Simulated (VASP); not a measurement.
**KI (distorted rocksalt), PBE single-point calculation: Ansatz's output and VASP's**

```
CELL_PARAMETERS angstrom
0.06870 3.54610 3.72620
3.51050 0.08390 3.71100
3.55400 3.57430 0.04050
ATOMIC_POSITIONS crystal
K 0.01250 0.00100 0.02200
I 0.48460 0.49510 0.51360
```

Ansatz printed

```
SCF 1 converged in 6 iterations: F = -9053.668503 eV  dr2 = 1.33e-8
  greatest PAW one-centre occupation: 0.999 electrons in one spin orbital (limit 2), on the I atom at site 1 (counted from 0), in its partial waves of l = 2
SCF converged after 6 iterations
Free energy (F): -9053.668503 eV
Harris-Foulkes:  -9053.668503 eV  (|F-HF|=1.64e-8)
Internal energy: -9053.668503 eV  (E = F + TS)
E sigma→0 (E₀):  -9053.668503 eV
Fermi energy:    3.992434 eV
--- Per-component energies (eV) ---
  E_band       = -527.727049
  E_kinetic    = 442.931104
  E_local      = -2874.092001  (includes V_loc(G=0)·N_el)
  E_nonlocal   = -77.412529
  E_hartree    = 1360.810754
  E_xc         = -263.395034
  E_vxc        = -293.677018  (∫ρ·V_xc dr)
  E_paw        = -5599.032113  (= ΣΔE_a)
  E_vpaw       = -447.091184  (= ΣTr[D̂ρ^β])
  E_aug_tail   = -0.000013  (compensation charges beyond the density's cutoff)
  E_ewald      = -2043.478671
  E_smearing   = -0.000000  (= −TS)
  E_closure    = -0.000000  (closes the sum)
  Σ components = -9053.668503   (vs F -9053.668503, Δ=0.00e0)
--- Forces (eV/Å), atoms counted from 1 ---
  atom   1  K     -0.07054275    -0.15861312    -0.05680703
  atom   2  I      0.07057127     0.15865490     0.05680907
  max |Σ_I F_I| component: 4.18e-5 eV/Å
--- Stress (GPa, compression-positive) ---
        0.728290      -0.145919      -0.046672
       -0.145919       0.786526      -0.095968
       -0.046672      -0.095968      -0.304035
  P = ⅓ Tr σ = 0.4036 GPa (4.036 kbar)
--- Band table (eV; the first three rows and the last of 112) ---
  k-point 0: bands = ["-40.6892", "-40.6889", "-40.6875", "-40.6847", "-40.6841", "-26.5154", "-10.0057", "-10.0047", "-10.0015", "-8.4326", "1.9702", "2.0156", "2.0655", "5.9152", "8.3637", "8.5636", "8.7842"]
  k-point 1: bands = ["-40.6892", "-40.6889", "-40.6875", "-40.6847", "-40.6841", "-26.5149", "-10.0401", "-10.0048", "-10.0033", "-8.3685", "1.6125", "1.9061", "1.9863", "6.5163", "8.4006", "8.6765", "9.0282"]
  k-point 2: bands = ["-40.6892", "-40.6889", "-40.6875", "-40.6846", "-40.6841", "-26.5141", "-10.1040", "-10.0069", "-10.0038", "-8.2450", "1.0192", "1.7545", "1.8381", "7.3091", "8.8939", "9.3122", "9.6719"]
  k-point 111: bands = ["-40.6892", "-40.6889", "-40.6875", "-40.6846", "-40.6841", "-26.5138", "-10.1298", "-10.0085", "-10.0028", "-8.1925", "0.7651", "1.7217", "1.7812", "7.5443", "9.5615", "9.9628", "10.4275"]
```

The two codes use different PAW datasets and cutoffs. VASP's cell holds 16 valence electrons and Ansatz's 26. Ansatz's stress includes a Pulay correction; VASP's doesn't.

What does VASP give for the same cell and level of theory?

gap between bands v and c on the k mesh 3.85 eV; least direct gap on the k mesh 3.85 eV; pressure 0.4 GPa; largest force 0.18 eV/Å.

From OUTCAR

```
k-points           NKPTS =    112   k-points in BZ     NKDIM =    112   number of bands    NBANDS=     15

   NELECT =      16.0000    total number of electrons

   dimension x,y,z NGX =    40 NGY =   40 NGZ =   40
   dimension x,y,z NGXF=    80 NGYF=   80 NGZF=   80

  energy-cutoff  :      520.00
  volume of cell :       91.00
      direct lattice vectors                 reciprocal lattice vectors
     0.068700000  3.546100000  3.726200000    -0.145727142  0.143374218  0.134612243
     3.510500000  0.083900000  3.711000000     0.144783274 -0.145499698  0.135797828
     3.554000000  3.574300000  0.040500000     0.141178889  0.140947349 -0.136737799

 k-points in reciprocal lattice and weights: KPOINTS created by Atomic Simulation Env
   0.00000000  0.00000000  0.00000000       0.005
   0.16666667  0.00000000  0.00000000       0.009
   0.33333333  0.00000000  0.00000000       0.009
   0.50000000 -0.00000000  0.00000000       0.005
  -0.00000000  0.16666667 -0.00000000       0.009
   0.16666667  0.16666667  0.00000000       0.009
   0.33333333  0.16666667  0.00000000       0.009
   0.50000000  0.16666667  0.00000000       0.009
   ...

 E-fermi :  -0.1229

 k-point     1 :       0.0000    0.0000    0.0000
  band No.  band energies     occupation
      1     -29.1221      2.00000
      2     -12.6120      2.00000
      3     -12.6110      2.00000
      4     -12.6075      2.00000
      5     -11.0319      2.00000
      6      -0.6288      2.00000
      7      -0.5838      2.00000
      8      -0.5336      2.00000
      9       3.3123      0.00000
     10       5.7546      0.00000
     11       5.9547      0.00000
     12       6.1752      0.00000
     13       6.5793      0.00000
     14       6.7648      0.00000
     15       9.1413      0.00000

 k-point     2 :       0.1667    0.0000    0.0000
  band No.  band energies     occupation
      1     -29.1216      2.00000
      2     -12.6475      2.00000
      3     -12.6126      2.00000
      4     -12.6065      2.00000
      5     -10.9674      2.00000
      6      -0.9579      2.00000
      7      -0.7030      2.00000
      8      -0.6525      2.00000
      9       3.9147      0.00000
     10       5.8474      0.00000
     11       6.2064      0.00000
     12       6.2266      0.00000
     13       6.9121      0.00000
     14       7.0853      0.00000
     15      10.0099      0.00000

 k-point     3 :       0.3333    0.0000    0.0000
  band No.  band energies     occupation
      1     -29.1207      2.00000
      2     -12.7112      2.00000
      3     -12.6154      2.00000
      4     -12.6056      2.00000
      5     -10.8429      2.00000
      6      -1.5702      2.00000
      7      -0.8524      2.00000
      8      -0.8140      2.00000
      9       4.7083      0.00000
     10       6.3562      0.00000
     11       6.8056      0.00000
     12       6.8899      0.00000
     13       7.7758      0.00000
     14       7.8943      0.00000
     15       8.8873      0.00000

 k-point     4 :       0.5000   -0.0000    0.0000
  band No.  band energies     occupation
      1     -29.1202      2.00000
      2     -12.7404      2.00000
      3     -12.6168      2.00000
      4     -12.6051      2.00000
      5     -10.7824      2.00000
      6      -1.8250      2.00000
      7      -0.9226      2.00000
      8      -0.8890      2.00000
      9       4.9011      0.00000
     10       6.9739      0.00000
     11       7.3647      0.00000
     12       7.5751      0.00000
     13       7.9997      0.00000
     14       8.2855      0.00000
     15       8.4783      0.00000

 k-point     5 :      -0.0000    0.1667   -0.0000
  band No.  band energies     occupation
      1     -29.1216      2.00000
      2     -12.6481      2.00000
      3     -12.6122      2.00000
      4     -12.6067      2.00000
      5     -10.9666      2.00000
      6      -0.9516      2.00000
      7      -0.7047      2.00000
      8      -0.6619      2.00000
      9       3.9182      0.00000
     10       5.8505      0.00000
     11       6.1671      0.00000
     12       6.2285      0.00000
     13       6.9304      0.00000
     14       7.0922      0.00000
     15      10.0503      0.00000

 k-point     6 :       0.1667    0.1667    0.0000
  band No.  band energies     occupation
      1     -29.1216      2.00000
      2     -12.6357      2.00000
      3     -12.6133      2.00000
      4     -12.6103      2.00000
      5     -10.9796      2.00000
      6      -1.0079      2.00000
      7      -0.7098      2.00000
      8      -0.6145      2.00000
      9       4.0605      0.00000
     10       5.3004      0.00000
     11       6.4696      0.00000
     12       6.6921      0.00000
     13       6.9313      0.00000
     14       7.0229      0.00000
     15       9.7977      0.00000

 ...

  Total        0.4289665      0.4623434     -0.1647237     -0.0824703     -0.0546897     -0.0266300
  in kB        7.5527256      8.1403870     -2.9002566     -1.4520376     -0.9629103     -0.4688682
  external PRESSURE =       4.2642853 kB  Pullay stress =       0.0000000 kB

 POSITION                                       TOTAL-FORCE (eV/Angst)
 -----------------------------------------------------------------------------------
      0.08256      0.12304      0.05118        -0.071314     -0.160351     -0.057547
      3.59667      3.59574      3.66383         0.071314      0.160351      0.057547
 -----------------------------------------------------------------------------------
    total drift:                                0.000083      0.000120      0.000037

  FREE ENERGIE OF THE ION-ELECTRON SYSTEM (eV)
  ---------------------------------------------------
  free  energy   TOTEN  =        -5.5353180226 eV

  energy  without entropy=       -5.5353180226  energy(sigma->0) =       -5.53531802
```
